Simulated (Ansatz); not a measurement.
# V (P-1) in Ansatz: convergence with k mesh

Aim: find how far k mesh must go before the results for V settle, at PBEsol. This setting moves, with any that are tied to it; all else stays.

All numbers are computed with Ansatz 0.2.0; they aren't measurements. Logs are shortened: lines on timing, memory, paths and dates and some standing lists are left out, and cuts for length are marked.

### 1 The cell of the first run

The typed cell holds 2 atoms: a = 2.604 Å, b = 2.604 Å, c = 4.723 Å, α = 90.00°, β = 90.00°, γ = 120.00°.

This isn't the form of V at room conditions, which is bcc.

The cell isn't the ideal one: atoms moved at random, drawn with an rms of 0.05 Å.

### 2 With k mesh 4 × 4 × 2

input.yaml reads:

```yaml
crystal:
  lattice:
    - [2.6042941027, 0.0, 0.0]
    - [-1.3021470513, 2.2553848518, 0.0]
    - [0.0, 0.0, 4.723336]
  atoms:
    - { symbol: V, position: [0.33739, 0.668062, 0.248282], spin: 2.0 }
    - { symbol: V, position: [0.664085, 0.335285, 0.742318], spin: 2.0 }
hamiltonian:
  xc: pbesol
  pseudopotentials: { kind: paw }
magnetization:
  spin_polarized: true
kpoints:
  mp_grid: { grid: [4, 4, 2] }
scf:
  occupations: { method: cold, width: 0.05 }
output:
  forces: true
  stress: true
  eigenvalues: true
```

Potentials or basis: Ansatz PAW.

Command:

```sh
> ansatz run input.yaml --threads 2 --pin off --max-ram 5632MiB --backend cpu --events-out ev --progress --plain --runs-dir out
```

It took 1.4 s on 2 threads of Arm Neoverse V2, shared host; peak memory 0.28 GiB.

What came out:

| Quantity | Value |
| --- | --- |
| Free energy | -5769.9762 eV |
| Pressure | -5.1 GPa |
| Largest force | 0.269 eV/Å |
| Band gap on the k mesh | none (metal or under the smearing width) |
| Net moment | 0.46 μB per cell |
| Absolute moment | 0.46 μB per cell |
| Site moments | V +0.17 μB |

### 3 With k mesh 6 × 6 × 3

input.yaml, as its differences from that of step 2:

```diff
@@ -14,3 +14,3 @@
 kpoints:
-  mp_grid: { grid: [4, 4, 2] }
+  mp_grid: { grid: [6, 6, 3] }
 scf:
```

Potentials or basis: Ansatz PAW.

Command:

```sh
> ansatz run input.yaml --threads 2 --pin off --max-ram 5632MiB --backend cpu --events-out ev --progress --plain --runs-dir out
```

Wall time 2.8 s (2 threads of Arm Neoverse V2, shared host); peak memory 0.33 GiB.

Results:

| Item | Value |
| --- | --- |
| Free energy | -5770.0184 eV |
| Pressure | -7.9 GPa |
| Largest force | 0.267 eV/Å |
| Band gap on the k mesh | none (metal or under the smearing width) |
| Net moment | 0.00 μB per cell |
| Absolute moment | 0.00 μB per cell |

### 4 With k mesh 7 × 7 × 3

input.yaml, as its differences from that of step 3:

```diff
@@ -14,3 +14,3 @@
 kpoints:
-  mp_grid: { grid: [6, 6, 3] }
+  mp_grid: { grid: [7, 7, 3] }
 scf:
```

Command:

```sh
> ansatz run input.yaml --threads 2 --pin off --max-ram 5632MiB --backend cpu --events-out ev --progress --plain --runs-dir out
```

It took 7.4 s on 2 threads of Arm Neoverse V2, shared host; peak memory 0.35 GiB.

What came out:

| Quantity | Value |
| --- | --- |
| Free energy | -5769.9997 eV |
| Pressure | -6.6 GPa |
| Largest force | 0.240 eV/Å |
| Band gap on the k mesh | none (metal or under the smearing width) |
| Net moment | -0.17 μB per cell |
| Absolute moment | 0.17 μB per cell |
| Site moments | V -0.07 μB |

### 5 With k mesh 8 × 8 × 4

input.yaml, as its differences from that of step 4:

```diff
@@ -14,3 +14,3 @@
 kpoints:
-  mp_grid: { grid: [7, 7, 3] }
+  mp_grid: { grid: [8, 8, 4] }
 scf:
```

Command:

```sh
> ansatz run input.yaml --threads 2 --pin off --max-ram 5632MiB --backend cpu --events-out ev --progress --plain --runs-dir out
```

Run time: 8.2 s. Hardware: 2 threads of Arm Neoverse V2, shared host; peak memory 0.39 GiB.

Results:

* Free energy: -5770.0252 eV
* Pressure: -6.7 GPa
* Largest force: 0.262 eV/Å
* Band gap on the k mesh: none (metal or under the smearing width)
* Net moment: 0.21 μB per cell
* Absolute moment: 0.21 μB per cell
* Site moments: V +0.09 μB

### 6 With k mesh 10 × 10 × 5

input.yaml, as its differences from that of step 5:

```diff
@@ -14,3 +14,3 @@
 kpoints:
-  mp_grid: { grid: [8, 8, 4] }
+  mp_grid: { grid: [10, 10, 5] }
 scf:
```

Potentials or basis: Ansatz PAW.

Command:

```sh
> ansatz run input.yaml --threads 2 --pin off --max-ram 5632MiB --backend cpu --events-out ev --progress --plain --runs-dir out
```

Run time: 12 s. Hardware: 2 threads of Arm Neoverse V2, shared host; peak memory 0.48 GiB.

Results (log left out):

| Property | Result |
| --- | --- |
| Free energy | -5770.0091 eV |
| Pressure | -7.1 GPa |
| Largest force | 0.269 eV/Å |
| Band gap on the k mesh | none (metal or under the smearing width) |
| Net moment | 0.00 μB per cell |
| Absolute moment | 0.00 μB per cell |

### 7 With k mesh 13 × 13 × 7

input.yaml, as its differences from that of step 6:

```diff
@@ -14,3 +14,3 @@
 kpoints:
-  mp_grid: { grid: [10, 10, 5] }
+  mp_grid: { grid: [13, 13, 7] }
 scf:
```

Command:

```sh
> ansatz run input.yaml --threads 2 --pin off --max-ram 5632MiB --backend cpu --events-out ev --progress --plain --runs-dir out
```

It took 28 s on 2 threads of Arm Neoverse V2, shared host; peak memory 0.72 GiB.

It converged, with:

```
Free energy            : -5770.0130 eV
Pressure               : -7.1 GPa
Largest force          : 0.255 eV/Å
Band gap on the k mesh : none (metal or under the smearing width)
Net moment             : 0.00 μB per cell
Absolute moment        : 0.00 μB per cell
```

### 8 With k mesh 16 × 16 × 8

input.yaml, as its differences from that of step 7:

```diff
@@ -14,3 +14,3 @@
 kpoints:
-  mp_grid: { grid: [13, 13, 7] }
+  mp_grid: { grid: [16, 16, 8] }
 scf:
```

Command:

```sh
> ansatz run input.yaml --threads 2 --pin off --max-ram 5632MiB --backend cpu --events-out ev --progress --plain --runs-dir out
```

Wall time 47 s (2 threads of Arm Neoverse V2, shared host); peak memory 1 GiB.

It converged, with:

```
Free energy            : -5770.0104 eV
Pressure               : -7.1 GPa
Largest force          : 0.258 eV/Å
Band gap on the k mesh : none (metal or under the smearing width)
Net moment             : 0.00 μB per cell
Absolute moment        : 0.00 μB per cell
```

### 9 With k mesh 19 × 19 × 9

input.yaml, as its differences from that of step 8:

```diff
@@ -14,3 +14,3 @@
 kpoints:
-  mp_grid: { grid: [16, 16, 8] }
+  mp_grid: { grid: [19, 19, 9] }
 scf:
```

Potentials or basis: Ansatz PAW.

Command:

```sh
> ansatz run input.yaml --threads 2 --pin off --max-ram 5632MiB --backend cpu --events-out ev --progress --plain --runs-dir out
```

The log of the run:

```text
Warning: RAYON_NUM_THREADS=2 ignored (pool sized by the plan → 2); use --threads N
Engine: ansatz 0.2.0, aarch64-unknown-linux-gnu
Pseudopotentials: kind: paw
Pseudopotential: V, paw, valence charge 13, recommended cutoff 420 eV (normal), V.paw.azcp
Functional definition: PBEsol
  exchange = pbesol_x
  correlation = pbesol_c
Crystal: 2 atoms, lattice volume = 27.743 Å³
Basis set: ecut = 420 eV, 561 PW (Γ), exchange–correlation on 36×36×64 points (8 copies of the dense FFT grid, shifted against one another)
Bands: 19, of which v1, the nominal top of the filled ones, is band 13 counted from 1 (12 counted from 0)
Symmetry: 2 space group operations
Space group: P-1 (ITA 2), of the structure as read, at distance tolerance 3.0e-5 Å
Magnetic group: BNS 2.4 (UNI 4), of the structure as read, at distance tolerance 3.0e-5 Å
k-points: 1625 of 3249
Non-local potential: V, projectors of the file, l = 0: 3, l = 1: 2, l = 2: 3, l = 3: 1
PAW form: soft (Blöchl's): semilocal exchange-correlation on the pseudo side does not see the compensation charge
PAW frozen core: V, regenerated for the run's functional, and the local potential with it (the file was generated under x = pbe(κ = 0.804, μ = 0.2195149727645171), c = pbe(β = 0.06672455060314922))
PAW one-centre angular grid: V, 590 points (default); XC on 64 Gauss nodes
Initial density: superposition of atomic densities (chi_scale 0.1, normalization cell)
Starting moments: Σ|m| = 4 μB on 2 of 2 sites
Initial wavefunctions: pseudopotential atomic-orbital guess
Functional: x = pbesol(κ = 0.804, μ = 0.12345679012345678), c = pbesol(β = 0.046)
SCF iter   1: F=—  HF=-5771.620822 eV  |F-HF|=—  |Δ(HF+E_count)|=         —  Δρ=1.55e-1 (↑1.55e-1 ↓7.70e-2)  dr2=2.28e0  dr2_m=3.24e0  M=1.028 μB ∫|m|=1.029 μB  β_m=0.30  ethr=3.10e-3  ⟨swp⟩=3.6  Hψ=223721  notcnv=0
Mixer restart at iter 1: flushing history
preconditioner: auto → none  [metal: Δε(μ)=0.000 eV  Ē_g=4.791 eV  σ=0.050 eV  W_gap=0.01  n_scr=4 (ndim 8)  ℏωp=22.3 eV  f_vac=0.000  D(μ)=3.75/eV (n_scr^D=54)  sad-step TF]
[... 22 lines left out ...]
Absolute magnetization: 0.0000 μB (∫|ρ↑−ρ↓|, with the PAW one-centre terms)
Spin contamination: 0.0000 ħ² per cell (⟨S²⟩ above its minimum at these occupations)
Per-site moments (μB) at R_I (Å): [(1.5089383391931224e-6, 1.074271317330503), (1.5089383391446916e-6, 1.074271317330503)]
Free energy (F): -5770.011663 eV
Harris-Foulkes:  -5770.011663 eV  (|F-HF|=6.18e-11)
Internal energy: -5770.011600 eV  (E = F + TS)
E sigma→0 (E₀):  -5770.011642 eV
Entropy (-TS):   -0.000062 eV (-0.031 meV/atom)
Fermi energy:    16.182869 eV
Step filling:    the computed levels leave a gap of 0.0000 eV = 0.0 smearing widths at the electron count; against every level under it full and every level over it empty, smearing changes F+E_penalty+E_count by +0.022 meV and its σ→0 estimate by +0.042 meV
--- Per-component energies (eV) ---
  E_band       = -303.083931
  E_kinetic    = 671.501640
  E_local      = -1843.296999  (includes V_loc(G=0)·N_el)
  E_nonlocal   = -87.446266
  E_hartree    = 839.804208
  E_xc         = -258.376537
  E_vxc        = -328.945614  (∫ρ·V_xc dr)
  E_paw        = -2172.703873  (= ΣΔE_a)
  E_vpaw       = -394.505916  (= ΣTr[D̂ρ^β])
  E_aug_tail   = 0.000518  (compensation charges beyond the density's cutoff)
  E_ewald      = -2919.793649
  E_core_change = 0.299358  (= ΣΔE_core)
  E_smearing   = -0.000062  (= −TS)
  E_closure    = 0.000000  (closes the sum)
  Σ components = -5770.011663   (vs F -5770.011663, Δ=0.00e0)
--- Forces (eV/Å), atoms counted from 1 ---
  atom   1  V      0.02100344    -0.00082442    -0.24965808
  atom   2  V     -0.02100344     0.00082442     0.24965808
  max |Σ_I F_I| component: 0.00e0 eV/Å
--- Stress (GPa, compression-positive) ---
       -6.670460      -0.478951      -0.039316
       -0.478951      -6.732292      -0.000941
       -0.039316      -0.000941      -7.793641
  P = ⅓ Tr σ = -7.0655 GPa (-70.655 kbar)
--- Band table (eV; the first three rows and the last of 3250) ---
  k-point 0 ↑: bands = ["-47.5837", "-47.4743", "-21.7963", "-21.1509", "-21.0128", "-21.0125", "-20.9570", "-20.9519", "9.3135", "12.7309", "15.5936", "15.9519", "16.5025", "16.5152", "16.8158", "16.8313", "17.9856", "18.0318", "19.0376"]
  k-point 1 ↑: bands = ["-47.5805", "-47.4776", "-21.7775", "-21.1709", "-21.0110", "-21.0109", "-20.9587", "-20.9537", "9.4127", "12.6664", "15.5525", "15.8013", "16.4955", "16.5068", "16.7927", "16.8081", "18.0374", "18.0821", "19.0253"]
  k-point 2 ↑: bands = ["-47.5712", "-47.4871", "-21.7233", "-21.2281", "-21.0061", "-21.0058", "-20.9635", "-20.9589", "9.7036", "12.4405", "15.3980", "15.5315", "16.4846", "16.4919", "16.7313", "16.7461", "18.1772", "18.2170", "18.9829"]
  k-point 1624 ↓: bands = ["-47.3862", "-47.3485", "-21.8663", "-21.7808", "-21.4425", "-21.2407", "-21.2256", "-21.1382", "13.0753", "13.3488", "13.7986", "15.2562", "16.4143", "16.5935", "16.8557", "18.9919", "19.3778", "19.5934", "20.2779"]
```

Wall time 71 s (2 threads of Arm Neoverse V2, shared host); peak memory 1.5 GiB.

What came out:

```yaml
Free_energy: -5770.0117 eV
Pressure: -7.1 GPa
Largest_force: 0.251 eV/Å
Band_gap_on_the_k_mesh: none (metal or under the smearing width)
Net_moment: 0.00 μB per cell
Absolute_moment: 0.00 μB per cell
```

### 10 The series at a glance

| k mesh | energy less the tightest run, at zero smearing (meV/atom) | pressure (GPa) | largest force (eV/Å) | absolute moment (μB) | SCF cycles | CPU time (s) | peak memory (GiB) |
| --- | --- | --- | --- | --- | --- | --- | --- |
| 4 × 4 × 2 | 17.73 | -5.13 | 0.269 | 0.46 | 15 | 2.5 | 0.28 |
| 6 × 6 × 3 | -3.23 | -7.87 | 0.267 | 0.00 | 15 | 5.3 | 0.33 |
| 7 × 7 × 3 | 5.36 | -6.55 | 0.240 | 0.17 | 33 | 14 | 0.35 |
| 8 × 8 × 4 | -6.91 | -6.70 | 0.262 | 0.21 | 22 | 16 | 0.39 |
| 10 × 10 × 5 | 1.25 | -7.12 | 0.269 | 0.00 | 17 | 23 | 0.48 |
| 13 × 13 × 7 | -0.80 | -7.10 | 0.255 | 0.00 | 16 | 54 | 0.72 |
| 16 × 16 × 8 | 0.60 | -7.08 | 0.258 | 0.00 | 16 | 92 | 1 |
| 19 × 19 × 9 | 0.00 | -7.07 | 0.251 | 0.00 | 15 | 140 | 1.5 |

Against the tightest run, the energy stays within 1 meV/atom from 13 × 13 × 7 on; the pressure stays within 0.1 GPa from 10 × 10 × 5 on; the absolute moment stays within 0.02 μB from 10 × 10 × 5 on. Not settled before the last step: the largest force (to 0.005 eV/Å). Meshes of other sizes hit other points, so gaps and Fermi surfaces needn't settle smoothly. The tightest run that finished is the yardstick and may itself not be fully converged.

Caveats: the PAW data sets come from PBE, with cores solved anew for the run's functional, which leaves a small shift of forces and pressure; the starting moments weren't kept.
